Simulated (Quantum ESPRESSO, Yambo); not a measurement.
# A GW chain in Yambo: KF (Carobbiite), part 2 of 3

Aim: the G0W0 gap of KF (Carobbiite) on PBE, step by step.

Quantum ESPRESSO 7.5 and Yambo 5.3.0; PBE and many-body steps on it, plane waves. Known limits of the many-body steps: not at the basis limit; coarse k mesh.

So far. Step 2 (Ground state): The gap is direct, at Γ. Step 3 (Bands along the symmetry lines): The gap is 6.199 eV, as in the run before at this level.

## (4) Empty states on the mesh, 4×4×4 mesh, 64 bands

Level of this step: DFT, PBE, plane waves, norm-conserving pseudopotentials (Quantum ESPRESSO).

The sums over transitions need many empty states on a uniform mesh; this step solves for them.

The input, pw.in:

```
&control
  calculation = 'nscf'
  prefix = 'x'
  outdir = 'o'
  pseudo_dir = 'pseudo'
/
&system
  ibrav = 0
  nat = 2
  ntyp = 2
  ecutwfc = 72.0
  nbnd = 64
  force_symmorphic = .true.
/
&electrons
  conv_thr = 1e-9
  electron_maxstep = 80
  diago_full_acc = .true.
  diago_thr_init = 5e-6
/
ATOMIC_SPECIES
  K 39.098 K.upf
  F 18.998 F.upf
CELL_PARAMETERS angstrom
  -0.0000000000 2.6718500000 2.6718500000
  2.6718500000 -0.0000000000 2.6718500000
  2.6718500000 2.6718500000 0.0000000000
ATOMIC_POSITIONS crystal
  K 0.0000000000 0.0000000000 0.0000000000
  F 0.5000000000 0.5000000000 0.5000000000
K_POINTS automatic
  4 4 4 0 0 0
```

The run is started by

```
OMP_NUM_THREADS=1 mpirun -n 4 pw.x -nk 4 -in pw.in > pw.out
```

The program printed:

```text
[banner, memory and clock lines left out]
Program PWSCF v.7.5 starts

     Atomic positions and unit cell read from directory:
     o/x.save/

     Message from routine setup:
     using ibrav=0 with symmetry is DISCOURAGED, use correct ibrav instead

     G-vector sticks info

     bravais-lattice index     =            0
     lattice parameter (alat)  =       7.1405  a.u.
     unit-cell volume          =     257.4322 (a.u.)^3
     number of atoms/cell      =            2
     number of atomic types    =            2
     number of electrons       =        16.00
     number of Kohn-Sham states=           64
     kinetic-energy cutoff     =      72.0000  Ry
     charge density cutoff     =     288.0000  Ry
     Exchange-correlation= PBE
                           (   1   4   3   4   0   0   0)

     celldm(1)=   7.140456  celldm(2)=   0.000000  celldm(3)=   0.000000
     celldm(4)=   0.000000  celldm(5)=   0.000000  celldm(6)=   0.000000

     crystal axes: (cart. coord. in units of alat)
               a(1) = (  -0.000000   0.707107   0.707107 )
               a(2) = (   0.707107  -0.000000   0.707107 )
               a(3) = (   0.707107   0.707107   0.000000 )

     reciprocal axes: (cart. coord. in units 2 pi/alat)
               b(1) = ( -0.707107  0.707107  0.707107 )
               b(2) = (  0.707107 -0.707107  0.707107 )
               b(3) = (  0.707107  0.707107 -0.707107 )
     Pseudo is Norm-conserving + core correction, Zval =  9.0
     Generated using ONCVPSP code by D. R. Hamann
     Using radial grid of 2222 points,  6 beta functions with:
     Pseudo is Norm-conserving + core correction, Zval =  7.0
     Generated using ONCVPSP code by D. R. Hamann
     Using radial grid of  832 points,  5 beta functions with:
     K                 9.00    39.09800     K ( 1.00)
     F                 7.00    18.99800     F ( 1.00)

     48 Sym. Ops., with inversion, found

   Cartesian axes

     site n.     atom                  positions (alat units)
         1        K      tau(   1) = (   0.0000000   0.0000000   0.0000000  )
         2        F      tau(   2) = (   0.7071068   0.7071068   0.7071068  )

     number of k points=     8
                       cart. coord. in units 2pi/alat
        k(    1) = (   0.0000000   0.0000000   0.0000000), wk =   0.0312500
        k(    2) = (   0.1767767   0.1767767  -0.1767767), wk =   0.2500000
        k(    3) = (  -0.3535534  -0.3535534   0.3535534), wk =   0.1250000
[...]
k(    7) = (  -0.7071068   0.0000000   0.0000000), wk =   0.0937500
        k(    8) = (  -0.7071068   0.3535534   0.0000000), wk =   0.1875000

     Dense  grid:    21187 G-vectors     FFT dimensions: (  40,  40,  40)

     The potential is recalculated from file :
     o/x.save/charge-density

     Starting wfcs are    9 randomized atomic wfcs +   55 random wfcs

     Band Structure Calculation

     End of band structure calculation

          k = 0.0000 0.0000 0.0000 (  2685 PWs)   bands (ev):

   -24.5780 -17.0623  -7.8279  -7.8279  -7.8279   1.5366   1.5366   1.5366
     7.7360  12.2308  12.2308  12.2308  13.8583  13.8583  18.4361  25.8136
    25.8136  25.8136  25.8414  25.8414  25.8414  28.3039  28.3039  28.3039
[...]
k = 0.1768 0.1768-0.1768 (  2656 PWs)   bands (ev):

[...]
k =-0.3536-0.3536 0.3536 (  2638 PWs)   bands (ev):

[...]
56.7705  57.0287  60.7560  60.7560  64.8151  65.0677  65.0677  68.4920
    69.6257  69.6257  70.4809  70.4809  71.3510  71.3510  72.4556  72.4556

          k = 0.3536 0.0000 0.0000 (  2650 PWs)   bands (ev):

     [... further k-points ...]

     highest occupied, lowest unoccupied level (ev):     1.5366    7.7360

     XML data file, pseudopotentials, collected wavefunctions
```

Run time: 2.8 s. Hardware: 4 MPI ranks of Arm Neoverse V2, shared host; peak memory 0.25 GiB.

Numbers from this step:

```yaml
gap: 6.199 eV
k_of_the_valence_top: 0, 0, 0
k_of_the_conduction_bottom: 0, 0, 0
least_direct_gap: 6.199 eV
k_points_computed: 8
lowest_point_of_the_top_converged_band_above_the_valence_top: 66.1351 eV
```

On this mesh the gap is 6.199 eV.

## (5) Conversion and set-up

This step: Yambo 5.3.0; conversion and set-up on PBE, plane waves, norm-conserving pseudopotentials.

The states are converted to the many-body program's format and the q mesh is built.

The run is started by

```
(cd o/x.save; p2y > p2y.log; mv SAVE ../..); yambo > setup.log
```

The program printed:

```text
 Yambo, version 5.3.0

 [02] CORE Variables Setup
 =========================

  [02.01] Unit cells
  ==================

  Cell kind             :  FCC
  Atoms in the cell     :  K  F
  number of K  atoms    :  1
  number of F  atoms    :  1

  List of atomic masses
  Mass of K     :  39.09800
  Mass of F     :  18.99800

  List of atomic coordinates    : [cc]
  K1       :  0.000000  0.000000  0.000000  order 1
  F1       :  5.049065  5.049065  5.049065  order 2

  Alat factors          :  5.049065  5.049065  5.049065 [a.u.]
  Direct lattice volume :  257.4322 [a.u.]
  Direct lattice vectors:  A[ 1 ]  A[ 2 ]  A[ 3 ]
   A[ 1 ]: -0.000000  1.000000  1.000000  [iru]
  -0.000000  5.049065  5.049065  [cc]
   A[ 2 ]:  1.000000 -0.000000  1.000000  [iru]
   5.049065 -0.000000  5.049065  [cc]
   A[ 3 ]:  1.000000  1.000000  0.000000  [iru]
   5.049065  5.049065  0.000000  [cc]

  Recip. lattice volume :  0.963556 [a.u.]
  Recip. lattice vectors:  B[ 1 ]  B[ 2 ]  B[ 3 ]
   B[ 1 ]: -0.500000  0.500000  0.500000  [iku]
  -0.622213  0.622213  0.622213  [cc]
   B[ 2 ]:  0.500000 -0.500000  0.500000  [iku]
   0.622213 -0.622213  0.622213  [cc]
   B[ 3 ]:  0.500000  0.500000 -0.500000  [iku]
   0.622213  0.622213 -0.622213  [cc]

  [02.02] Symmetries
  ==================

  Inversion symmetry    : yes
  Spatial inversion     : yes
  Inversion index       :  25
  K-space Time-reversal : no
  Magnetic symmetries   : no
  Group table correct   : yes
  Symmetries units      :  [cc]

   [S  1]:   1.0000      0.22084E-16  0.22084E-16  0.22084E-16   1.0000     -0.22084E-16 -0.22084E-16 -0.22084E-16   1.0000
   [S  2]:  -1.0000     -0.22084E-16  0.22084E-16 -0.22084E-16  -1.0000     -0.22084E-16  0.22084E-16  0.22084E-16   1.0000
   [S  3]:  -1.0000      0.22084E-16 -0.22084E-16 -0.22084E-16   1.0000      0.22084E-16  0.22084E-16 -0.22084E-16  -1.0000
[...]
[... 36 further rows ...]
   [S 47]:  0.22084E-16   1.0000     -0.22084E-16 -0.22084E-16  0.22084E-16  -1.0000       1.0000     -0.22084E-16  0.22084E-16
   [S 48]:  0.22084E-16  -1.0000      0.22084E-16 -0.22084E-16 -0.22084E-16   1.0000       1.0000      0.22084E-16 -0.22084E-16

  [02.03] Reciprocal space
  ========================

  nG shells         :  250
  nG charge         :  21187
  nG WFs            :   3335
  nC WFs            :  2685
  G-vecs. in first 25 shells:  [ Number ]
     1    9   15   27   51   59   65   89  113
    137   169   181   229   259   283   307   331   339
    387   411   459   531   537   561   609
  ...
  Shell energy in first 25 shells:  [ mHa ]
    0.00000      580.723      774.298      1548.60      2129.32      2322.89      3097.19      3677.91      3871.49
    4645.79      5226.51      6194.38      6775.10      6968.68      7742.98      8323.70      8517.27      9291.57
    9872.29      10065.9      10840.2      11420.9      12388.8      12969.5      13163.1
  ...

[...]
BZ  K-points                                      :   64

  K/Q-points units:
  rlu = crystal or reduced units; cc = cartesian coordinates; iku = interal k-units

  K [1]          [rlu]:  0.000000  0.000000  0.000000
         WF components:  2685
  K [2]          [rlu]:  0.16981E-17  0.16981E-17  0.25000
         WF components:  2656
  K [3]          [rlu]: -0.33962E-17 -0.33962E-17 -0.50000
         WF components:  2638
  K [4]          [rlu]:  0.74356E-19  0.25000      0.25000
         WF components:  2650
  K [5]          [rlu]:  0.35728E-18  0.25000     -0.50000
         WF components:  2654
  [... 2 further k-points ...]
  K [8]          [rlu]:  0.250000 -0.500000 -0.250000
         WF components:  2656

  [02.05] Energies & Occupations
  ==============================

  [X] === General ===
  [X] Electronic Temperature                        :  0.000000  0.000000 [eV K]
  [X] Bosonic    Temperature                        :  0.000000  0.000000 [eV K]
  [X] Finite Temperature mode                       : no
  [X] El. density                                   :  0.41942E+24 [cm-3]
  [X] Fermi Level                                   :  1.536558 [eV]

  [X] === Gaps and Widths ===
  [X] Conduction Band Min                           :  6.199419 [eV]
  [X] Valence Band Max                              :  0.000000 [eV]
  [X] Filled Bands                                  :   8
  [X] Empty Bands                                   :    9   64
  [X] Direct Gap                                    :  6.199419 [eV]
  [X] Direct Gap localized at k                     :  1
  [X] Indirect Gap                                  :  6.199419 [eV]
  [X] Indirect Gap between kpts                     :  1  1
  [X] Last valence band width                       :  0.344584 [eV]
  [X] 1st conduction band width                     :  3.553835 [eV]

  E @ K [1]:  [eV]
   -26.1146     -18.5988     -9.36445     -9.36445     -9.36445    -0.419485E-7 -0.233762E-7   0.00000
    6.19942  10.69423  10.69423  10.69423  12.32173  12.32173  16.89953  24.27706
  occ @ K [1]
   2.000000  2.000000  2.000000  2.000000  2.000000  2.000000  2.000000  2.000000
[...]
E @ K [2]:  [eV]
[...]
occ @ K [2]
[...]
E @ K [3]:  [eV]
[...]
occ @ K [3]
[...]
E @ K [4]:  [eV]
[...]
occ @ K [4]
[...]
E @ K [5]:  [eV]
[...]
occ @ K [5]
[...]
[... 2 further k-points ...]
  E @ K [8]:  [eV]
[...]
occ @ K [8]
   2.000000  2.000000  2.000000  2.000000  2.000000  2.000000  2.000000  2.000000
   0.000000  0.000000  0.000000  0.000000  0.000000  0.000000  0.000000  0.000000

 [03] Transferred momenta grid and indexing
 ==========================================

 IBZ Q-points                                      :   8
 BZ  Q-points                                      :   64

 K/Q-points units:
 rlu = crystal or reduced units; cc = cartesian coordinates; iku = interal k-units

 Q [1]          [rlu]:  0.000000  0.000000  0.000000
 Q [2]          [rlu]:  0.16981E-17  0.16981E-17  0.25000
 Q [3]          [rlu]: -0.33962E-17 -0.33962E-17 -0.50000
[...]
Q [7]          [rlu]: -0.14871E-18 -0.50000     -0.50000
 Q [8]          [rlu]:  0.250000 -0.500000 -0.250000

  [03.01] X indexes
  =================

   [03.01.01] Sigma indexes
   ========================

 [06] Game Over & Game summary
```

Run time: 2.1 s. Hardware: 1 MPI rank; peak memory 0.24 GiB.

(Part 2 of 3 ends here.)

[Paths, hosts, dates, memory and timing lines, banners, echoed tables and standing remarks are left out of the program output.]

[Logs are printed without paths, hosts, clocks, repeated set-up lines and the standing remarks that a program may print on its own settings, such as how far it seeks lower states.]

[Runs of the session that timed out or met a known fault of the program may be left out.]

[Hosts, paths, dates, database ids (printed as entryN), source tags and the programs' standing remarks are cut or masked in the printed files.]
